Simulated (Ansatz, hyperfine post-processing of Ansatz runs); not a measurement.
# Li2VP2HO8: isotropic lines and sites in a paramagnetic 7Li spectrum

Calculated values: DFT, PBEsol+U, plane-wave PAW, default files (PAW set soft_2), collinear spin, scalar-relativistic (Ansatz), contact and point-dipole shifts scaled to 320 K with Θ = 0 K (a pure Curie law); spin-only moments, above the ordering temperature.

```
V P O Li H
1.0
     4.86379    0.00000    0.00000
     0.00000    8.16256    0.00000
    -1.84316    0.00000    7.39395
V P O Li H
2 4 16 4 2
Direct
  0.75126 0.00008 0.24628
  0.24874 0.50008 0.75372
  0.61930 0.65107 0.48670
  0.38070 0.15107 0.51330
  0.12126 0.85222 0.98134
  0.87874 0.35222 0.01866
  0.62967 0.46061 0.91330
  0.37033 0.96061 0.08670
  0.48900 0.55972 0.30242
  0.51100 0.05972 0.69758
  0.60397 0.16983 0.40067
  0.39603 0.66983 0.59933
  0.73226 0.81588 0.43724
  0.26774 0.31588 0.56276
  0.99295 0.94223 0.80192
  0.00705 0.44223 0.19808
  0.09773 0.33222 0.90040
  0.90227 0.83222 0.09960
  0.23676 0.68403 0.94040
  0.76324 0.18403 0.05960
  0.13362 0.04053 0.41422
  0.86638 0.54053 0.58578
  0.64194 0.63963 0.09133
  0.35806 0.13963 0.90867
  0.12907 0.86192 0.59340
  0.87093 0.36192 0.40660
  0.72330 0.00995 0.73831
  0.27670 0.50995 0.26169
```

7Li MAS at 7.05 T (116.7 MHz), 20 kHz, 320 K; contact and dipolar shift alone, no orbital or quadrupolar part; lines under 1.5 % of the strongest are left out. NMR lines, with heights relative to the strongest:

```tsv
position (ppm)	intensity
-377.1	1.7
-330.1	1.8
-205.6	12
-158.7	12
-34.2	84
12.7	85
137.2	100
184.2	98
308.6	37
355.6	37
480.1	27
527.0	28
651.5	5.3
698.5	5.5
```

Q: Find the isotropic shifts among the lines and assign them to the Li sites.

Sidebands are spaced by 171 ppm (the spinning rate over the resonance of 116.7 MHz). An isotropic line need not be the tallest: it is the area-weighted centre of its own family of sidebands, and the one that stays put when the rate is changed. Isotropic shifts: 184 ppm for atom 23 and the 1 atom equivalent to it (2 V through links of 94 to 100° (2) and 104° (1)), reduced anisotropy 450 ppm; 137 ppm for atom 25 and the 1 atom equivalent to it (2 V through links of 94 to 103° (3)), reduced anisotropy 446 ppm. The families' total areas stand as 1:1; where areas are equal the match rests on the calculation.

[Logs are printed without paths, hosts, clocks, repeated set-up lines and the standing remarks that a program may print on its own settings, such as how far it seeks lower states.]

[Hosts, paths, dates, database ids (printed as entryN), source tags and the programs' standing remarks are cut or masked in the printed files.]
